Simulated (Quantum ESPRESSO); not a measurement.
# PbS (Galena) (Fm-3m) in Quantum ESPRESSO: a series of runs

One crystal, PbS (Galena), is run at these levels: vdW-DF2; tasks: band structure, single point, equation of state.

All numbers are computed with Quantum ESPRESSO 7.5; they aren't measurements. Logs are shortened: lines on timing, memory, paths and dates and some standing lists are left out, and cuts for length are marked.

### 1 Starting point

Symmetry: Fm-3m, No. 225, cubic system. Conventional cell: a = 5.931 Å, b = 5.931 Å, c = 5.931 Å, α = 90.00°, β = 90.00°, γ = 90.00°. Around Pb (site symmetry m-3m) lie 6 S at 2.97 Å. Around S (site symmetry m-3m) lie 6 Pb at 2.97 Å.

### 2 Band structure, vdW-DF2

File pw.in:

```
&CONTROL
  calculation = 'scf'
  prefix = 'pwscf'
  outdir = './tmp'
  pseudo_dir = './pseudo'
  tprnfor = .true.
  tstress = .true.
  disk_io = 'low'
/
&SYSTEM
  ibrav = 0
  nat = 2
  ntyp = 2
  ecutwfc = 56
  nbnd = 16
  input_dft = 'vdw-df2'
  occupations = 'smearing'
  smearing = 'fd'
  degauss = 0.00367493
/
&ELECTRONS
  conv_thr = 4d-10
  electron_maxstep = 120
  mixing_beta = 0.5
/
ATOMIC_SPECIES
Pb   207.2000 Pb.upf
S     32.0600 S.upf
CELL_PARAMETERS angstrom
   0.0000000000    2.9657500000    2.9657500000
   2.9657500000    0.0000000000    2.9657500000
   2.9657500000    2.9657500000    0.0000000000
ATOMIC_POSITIONS angstrom
Pb     0.0000000000    0.0000000000    0.0000000000
S      2.9657500000    2.9657500000    2.9657500000
K_POINTS automatic
8 8 8 0 0 0
```

File bands.in:

```
&CONTROL
  calculation = 'bands'
  prefix = 'pwscf'
  outdir = './tmp'
  pseudo_dir = './pseudo'
  disk_io = 'low'
  verbosity = 'high'
/
&SYSTEM
  ibrav = 0
  nat = 2
  ntyp = 2
  ecutwfc = 56
  nbnd = 16
  input_dft = 'vdw-df2'
  occupations = 'smearing'
  smearing = 'fd'
  degauss = 0.00367493
/
&ELECTRONS
  conv_thr = 1d-08
  electron_maxstep = 120
  mixing_beta = 0.5
  diago_full_acc = .true.
/
ATOMIC_SPECIES
Pb   207.2000 Pb.upf
S     32.0600 S.upf
CELL_PARAMETERS angstrom
   0.0000000000    2.9657500000    2.9657500000
   2.9657500000    0.0000000000    2.9657500000
   2.9657500000    2.9657500000    0.0000000000
ATOMIC_POSITIONS angstrom
Pb     0.0000000000    0.0000000000    0.0000000000
S      2.9657500000    2.9657500000    2.9657500000
K_POINTS crystal
60
 0.0000000000  0.0000000000  0.0000000000 1
 0.0625000000  0.0000000000  0.0625000000 1
 0.1250000000  0.0000000000  0.1250000000 1
 0.1875000000  0.0000000000  0.1875000000 1
 0.2500000000  0.0000000000  0.2500000000 1
 0.3125000000  0.0000000000  0.3125000000 1
 0.3750000000  0.0000000000  0.3750000000 1
 0.4375000000  0.0000000000  0.4375000000 1
 0.5000000000  0.0000000000  0.5000000000 1
 0.5000000000  0.0625000000  0.5625000000 1
 0.5000000000  0.1250000000  0.6250000000 1
 0.5000000000  0.1875000000  0.6875000000 1
 0.5000000000  0.2500000000  0.7500000000 1
 0.4375000000  0.3125000000  0.7500000000 1
 0.3750000000  0.3750000000  0.7500000000 1
 0.3375000000  0.3375000000  0.6750000000 1
 0.3000000000  0.3000000000  0.6000000000 1
 0.2625000000  0.2625000000  0.5250000000 1
 0.2250000000  0.2250000000  0.4500000000 1
 0.1875000000  0.1875000000  0.3750000000 1
 0.1500000000  0.1500000000  0.3000000000 1
 0.1125000000  0.1125000000  0.2250000000 1
 0.0750000000  0.0750000000  0.1500000000 1
 0.0375000000  0.0375000000  0.0750000000 1
 0.0000000000  0.0000000000  0.0000000000 1
 0.0625000000  0.0625000000  0.0625000000 1
 0.1250000000  0.1250000000  0.1250000000 1
 0.1875000000  0.1875000000  0.1875000000 1
 0.2500000000  0.2500000000  0.2500000000 1
 0.3125000000  0.3125000000  0.3125000000 1
 0.3750000000  0.3750000000  0.3750000000 1
 0.4375000000  0.4375000000  0.4375000000 1
 0.5000000000  0.5000000000  0.5000000000 1
 0.5250000000  0.4500000000  0.5250000000 1
 0.5500000000  0.4000000000  0.5500000000 1
 0.5750000000  0.3500000000  0.5750000000 1
 0.6000000000  0.3000000000  0.6000000000 1
 0.6250000000  0.2500000000  0.6250000000 1
 0.5833333333  0.2500000000  0.6666666667 1
 0.5416666667  0.2500000000  0.7083333333 1
 0.5000000000  0.2500000000  0.7500000000 1
 0.5000000000  0.2857142857  0.7142857143 1
 0.5000000000  0.3214285714  0.6785714286 1
 0.5000000000  0.3571428571  0.6428571429 1
 0.5000000000  0.3928571429  0.6071428571 1
 0.5000000000  0.4285714286  0.5714285714 1
 0.5000000000  0.4642857143  0.5357142857 1
 0.5000000000  0.5000000000  0.5000000000 1
 0.4821428571  0.4821428571  0.5357142857 1
 0.4642857143  0.4642857143  0.5714285714 1
 0.4464285714  0.4464285714  0.6071428571 1
 0.4285714286  0.4285714286  0.6428571429 1
 0.4107142857  0.4107142857  0.6785714286 1
 0.3928571429  0.3928571429  0.7142857143 1
 0.3750000000  0.3750000000  0.7500000000 1
 0.6250000000  0.2500000000  0.6250000000 1
 0.5937500000  0.1875000000  0.5937500000 1
 0.5625000000  0.1250000000  0.5625000000 1
 0.5312500000  0.0625000000  0.5312500000 1
 0.5000000000  0.0000000000  0.5000000000 1
```

Potentials or basis: PseudoDojo 0.4.1 SR PBE standard.

The run is started by

```
$ OMP_NUM_THREADS=1 pw.x -in pw.in > pw.out
$ OMP_NUM_THREADS=1 pw.x -in bands.in > bands.out
```

pw.out:

```text
This program is part of the open-source Quantum ESPRESSO suite
     for quantum simulation of materials; please cite
         "P. Giannozzi et al., J. Phys.:Condens. Matter 21 395502 (2009);
         "P. Giannozzi et al., J. Phys.:Condens. Matter 29 465901 (2017);
         "P. Giannozzi et al., J. Chem. Phys. 152 154105 (2020);
     in publications or presentations arising from this work. More details at

     IMPORTANT: XC functional enforced from input :
     Exchange-correlation= VDW-DF2
                           (   1   4  13   0   2   0   0)
     Any further DFT definition will be discarded
     Please, verify this is what you really want

     Message from routine setup:
     using ibrav=0 with symmetry is DISCOURAGED, use correct ibrav instead

     G-vector sticks info
     --------------------
     sticks:   dense  smooth     PW     G-vecs:    dense   smooth      PW
     Sum         955     955    295                19891    19891    3287

     Using Slab Decomposition

     bravais-lattice index     =            0
     lattice parameter (alat)  =       7.9259  a.u.
     unit-cell volume          =     352.0710 (a.u.)^3
     number of atoms/cell      =            2
     number of atomic types    =            2
     number of electrons       =        20.00
     number of Kohn-Sham states=           16
     kinetic-energy cutoff     =      56.0000  Ry
     charge density cutoff     =     224.0000  Ry
     scf convergence threshold =      4.0E-10
     mixing beta               =       0.5000
     number of iterations used =            8  plain     mixing
     Exchange-correlation= VDW-DF2
                           (   1   4  13   0   2   0   0)

     celldm(1)=   7.925897  celldm(2)=   0.000000  celldm(3)=   0.000000
     celldm(4)=   0.000000  celldm(5)=   0.000000  celldm(6)=   0.000000

     crystal axes: (cart. coord. in units of alat)
               a(1) = (   0.000000   0.707107   0.707107 )
               a(2) = (   0.707107   0.000000   0.707107 )
               a(3) = (   0.707107   0.707107   0.000000 )

     reciprocal axes: (cart. coord. in units 2 pi/alat)
               b(1) = ( -0.707107  0.707107  0.707107 )
               b(2) = (  0.707107 -0.707107  0.707107 )
               b(3) = (  0.707107  0.707107 -0.707107 )

     PseudoPot. # 1 for Pb read from file:
     Pb.upf
     Pseudo is Norm-conserving + core correction, Zval = 14.0
     Generated using ONCVPSP code by D. R. Hamann
     Using radial grid of 1678 points,  6 beta functions with:
                l(1) =   0
                l(2) =   0
                l(3) =   1
                l(4) =   1
                l(5) =   2
                l(6) =   2

     PseudoPot. # 2 for S  read from file:
     S.upf
     Pseudo is Norm-conserving + core correction, Zval =  6.0
     Generated using ONCVPSP code by D. R. Hamann
[... 73 lines left out ...]
     %%%%%%%%%%%%%%%%%%%%%%%%%%%%%%%%%%%%%%%%%%%%%%%%%%%%%%%%%%%%%%%%%%%%%%%%

     %%%%%%%%%%%%%%%%%%%%%%%%%%%%%%%%%%%%%%%%%%%%%%%%%%%%%%%%%%%%%%%%%%%%%%%%
     %                                                                      %
     %  vdW-DF NEWS:                                                        %
     %                                                                      %
     %  * vdW-DF3 is now available. DOI: 10.1021/acs.jctc.0c00471           %
     %    use with input_dft = 'vdW-DF3-opt1' or 'vdW-DF3-opt2'             %
     %                                                                      %
     %  * Unscreened and range-separated hybrid vdW-DF-cx functionals       %
     %    DOI: 10.1063/1.4986522 and 10.1088/1361-648X/ac2ad2               %
     %    use with input_dft = 'vdW-DF-cx0'    and 'vdW-DF-ahcx'            %
     %  * Unscreened and range-separated hybrid vdW-DF2-b86r functionals    %
     %    DOI: 10.1063/1.4986522 and DOI: 10.1103/PhysRevX.12.041003        %
     %    use with input_dft = 'vdW-DF2-br0' and 'vdW-DF2-ahbr'             %
     %                                                                      %
     %%%%%%%%%%%%%%%%%%%%%%%%%%%%%%%%%%%%%%%%%%%%%%%%%%%%%%%%%%%%%%%%%%%%%%%%

     Starting wfcs are   13 randomized atomic wfcs +    3 random wfcs

     Self-consistent Calculation

     iteration #  1     ecut=    56.00 Ry     beta= 0.50
     Davidson diagonalization with overlap
     ethr =  1.00E-02,  avg # of iterations =  7.3

     Threshold (ethr) on eigenvalues was too large:
     Diagonalizing with lowered threshold

     Davidson diagonalization with overlap
     ethr =  8.62E-04,  avg # of iterations =  1.5

     total energy              =    -163.93861218 Ry
     estimated scf accuracy    <       0.16992285 Ry
[... 12 lines left out ...]
     total energy              =    -163.99018573 Ry
     estimated scf accuracy    <       0.00100857 Ry

     iteration #  4     ecut=    56.00 Ry     beta= 0.50
     Davidson diagonalization with overlap
     c_bands:  2 eigenvalues not converged
     ethr =  5.04E-06,  avg # of iterations =  7.3

     total energy              =    -163.99026771 Ry
     estimated scf accuracy    <       0.00001806 Ry

     iteration #  5     ecut=    56.00 Ry     beta= 0.50
     Davidson diagonalization with overlap
     ethr =  9.03E-08,  avg # of iterations =  3.0
[... 25 lines left out ...]
     iteration #  9     ecut=    56.00 Ry     beta= 0.50
     Davidson diagonalization with overlap
     ethr =  5.16E-12,  avg # of iterations =  3.4

     End of self-consistent calculation

          k = 0.0000 0.0000 0.0000 (  2445 PWs)   bands (ev):

    -8.2928  -8.2928  -8.2928  -8.2778  -8.2778  -4.8376   2.5144   6.6153
     6.6153   6.6153  13.7769  13.7769  13.7769  15.6960  15.6960  15.6960
[... 93 lines left out ...]
    -8.3826  -8.2956  -8.2711  -8.2511  -8.2426  -3.1984   0.6125   4.0741
     5.8663   6.2822  12.1052  12.7899  13.7896  15.1509  19.2063  19.7281

          k =-0.7071 0.0000 0.0000 (  2498 PWs)   bands (ev):

    -8.4193  -8.3169  -8.2535  -8.2348  -8.2348  -3.1994   1.3399   3.6638
     5.3726   5.3726  12.9141  14.2759  14.2854  14.2854  19.9563  20.9394

          k = 0.3536 0.1768 0.0000 (  2495 PWs)   bands (ev):
[... 26 lines left out ...]
    -8.3579  -8.2857  -8.2763  -8.2692  -8.2444  -3.2989   0.4041   4.6124
     5.4266   7.6854  10.6404  12.6388  13.3229  17.0282  17.1599  19.8300

          k =-0.7071 0.1768-0.0000 (  2496 PWs)   bands (ev):

    -8.4007  -8.3055  -8.2632  -8.2474  -8.2348  -3.1760   0.9506   3.8705
     5.0634   6.3693  12.6604  13.0278  14.0158  15.0841  19.3669  20.5385

          k =-0.7071 0.3536 0.0000 (  2488 PWs)   bands (ev):

    -8.3784  -8.2770  -8.2770  -8.2764  -8.2348  -3.1510   0.6368   4.4184
     4.4184   7.7069  10.9057  13.4634  13.4634  16.9948  16.9948  20.9324

     the Fermi energy is     8.9344 ev

!    total energy              =    -163.99027584 Ry
     estimated scf accuracy    <          1.5E-10 Ry
     smearing contrib. (-TS)   =      -0.00000343 Ry
     internal energy E=F+TS    =    -163.99027241 Ry

     The total energy is F=E-TS. E is the sum of the following terms:
     one-electron contribution =     -35.95421256 Ry
     hartree contribution      =      30.67244225 Ry
     xc contribution           =     -47.47885802 Ry
     ewald contribution        =    -111.22964409 Ry

     convergence has been achieved in   9 iterations

     Forces acting on atoms (cartesian axes, Ry/au):

     atom    1 type  1   force =     0.00000000   -0.00000000    0.00000000
     atom    2 type  2   force =    -0.00000000    0.00000000   -0.00000000

     Total force =     0.000000     Total SCF correction =     0.000000

     Computing stress (Cartesian axis) and pressure

          total   stress  (Ry/bohr**3)                   (kbar)     P=       76.21
   0.00051808  -0.00000000  -0.00000000           76.21       -0.00       -0.00
  -0.00000000   0.00051808  -0.00000000           -0.00       76.21       -0.00
  -0.00000000  -0.00000000   0.00051808           -0.00       -0.00       76.21

=------------------------------------------------------------------------------=
   JOB DONE.
=------------------------------------------------------------------------------=
```

It took 5.4 min on 1 thread of Arm Neoverse N1, shared host; peak memory 0.1 GiB.

What came out:

| Item | Value |
| --- | --- |
| Free energy | -2231.2014 eV |
| Pressure | 7.6 GPa |
| Band gap on the k mesh | 0.54 eV, direct |
| Band gap along the path | 0.54 eV, direct |

Levels at the corners of the path, in eV from the valence-band top:
```
point  band 6  band 7  band 8  band 9  band 10  band 11  band 12  band 13  band 14  band 15
    Γ  -13.50   -6.15   -2.05   -2.05    -2.05     5.11     5.11     5.11     7.03     7.03
    X  -11.87   -7.33   -5.00   -3.29    -3.29     4.25     5.61     5.62     5.62    11.29
    W  -11.82   -8.03   -4.25   -4.25    -0.96     2.24     4.80     4.80     8.33     8.33
    K  -11.86   -8.05   -4.59   -2.80    -2.38     3.44     4.12     5.12     6.48    10.54
    Γ  -13.50   -6.15   -2.05   -2.05    -2.05     5.11     5.11     5.11     7.03     7.03
    L  -12.26   -8.87   -1.66   -1.66     0.00     0.54     2.03     2.03     9.06    10.38
    U  -11.86   -8.05   -4.59   -2.80    -2.38     3.44     4.12     5.12     6.48    10.54
    W  -11.82   -8.03   -4.25   -4.25    -0.96     2.24     4.80     4.80     8.33     8.33
    L  -12.26   -8.87   -1.66   -1.66     0.00     0.54     2.03     2.03     9.06    10.38
    K  -11.86   -8.05   -4.59   -2.80    -2.38     3.44     4.12     5.12     6.48    10.54
    U  -11.86   -8.05   -4.59   -2.80    -2.38     3.44     4.12     5.12     6.48    10.54
    X  -11.87   -7.33   -5.00   -3.29    -3.29     4.25     5.61     5.62     5.62    11.29
```

Caveat: the potentials were made for another functional, which shifts forces and pressure; spin-orbit coupling is left out, which as a rule narrows the gap of such compounds by several tenths of an eV.

### 3 Single point, vdW-DF2, 24.52 Å³/atom

File pw.in:

```
&CONTROL
  calculation = 'scf'
  prefix = 'pwscf'
  outdir = './tmp'
  pseudo_dir = './pseudo'
  tprnfor = .true.
  tstress = .true.
  disk_io = 'nowf'
/
&SYSTEM
  ibrav = 0
  nat = 2
  ntyp = 2
  ecutwfc = 56
  nbnd = 16
  input_dft = 'vdw-df2'
  occupations = 'smearing'
  smearing = 'fd'
  degauss = 0.00367493
/
&ELECTRONS
  conv_thr = 4d-10
  electron_maxstep = 120
  mixing_beta = 0.5
/
ATOMIC_SPECIES
Pb   207.2000 Pb.upf
S     32.0600 S.upf
CELL_PARAMETERS angstrom
   0.0000000000    2.9052075019    2.9052075019
   2.9052075019    0.0000000000    2.9052075019
   2.9052075019    2.9052075019    0.0000000000
ATOMIC_POSITIONS crystal
Pb     0.0000000000    0.0000000000    0.0000000000
S      0.5000000000    0.5000000000    0.5000000000
K_POINTS automatic
8 8 8 0 0 0
```

Potentials or basis: PseudoDojo 0.4.1 SR PBE standard.

The run is started by

```
$ OMP_NUM_THREADS=1 pw.x -in pw.in > pw.out
```

Run time: 2.6 min. Hardware: 1 thread of Arm Neoverse N1, shared host; peak memory 0.1 GiB.

The run converged. Its results:

```yaml
Free_energy: -2231.0018 eV
Pressure: 13.0 GPa
Band_gap_on_the_k_mesh: 0.33 eV, direct
```

Caveat: the potentials were made for another functional, which shifts forces and pressure; spin-orbit coupling is left out, which as a rule narrows the gap of such compounds by several tenths of an eV.

[end of part 1 of 2]
